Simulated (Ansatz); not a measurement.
**MnO under changes of volume**

One of the cells (10.999 Å³/atom); the others are scaled copies at fixed shape and fractional positions:

```
Mn O
1.0
     0.00000    2.22391    2.22391
     2.22391    0.00000    2.22391
     2.22391    2.22391    0.00000
Mn O
1 1
Direct
  0.00000 0.00000 0.00000
  0.50000 0.50000 0.50000
```

The cell is a database's computed one.

```yaml
Program: Ansatz 0.2.0
Functional: LDA
Potentials_or_basis: all-electron LAPW, scalar-relativistic
Cutoff: 324 eV (chosen from the basis error)
Basis_error_allowed: 0.001 eV/atom
k_mesh: 10 × 10 × 10
Occupations: fermi-dirac, width 0.05 eV
Spin: collinear spin, ferromagnetic start
Starting_moments: "[4.0, 0.0] μB"
```

```csv
volume (Å³/atom),energy over the lowest point (meV/atom),pressure (GPa),moment (μB per cell)
10.339,0.00,-12.4,4.36
10.559,18.35,-13.9,4.45
10.779,?,?,?
10.999,60.22,-16.6,4.60
11.219,83.84,-17.7,4.67
11.439,108.43,-18.5,4.74
11.659,134.10,-19.7,4.79
```

Task: What does the run at 10.779 Å³/atom give?

Result: Energy over the lowest point 38.37 meV/atom; pressure -15.2 GPa; moment 4.53 μB per cell.

Worked out: A Birch-Murnaghan fit of order 3 (a polynomial in V^(-2/3)) to the other rows has no minimum within the range. It gives 38.46 meV/atom at 10.779 Å³/atom, against the run's 38.37, and -dE/dV = -15.4 GPa, against -15.2. A parabola through the other rows of the moment, of slope 0.353 μB per Å³/atom there, gives 4.53 μB, against the run's 4.53.

Energies are extrapolated to zero smearing.

Caveats: a cell with one magnetic atom can't hold antiferromagnetic order, which such compounds often take.
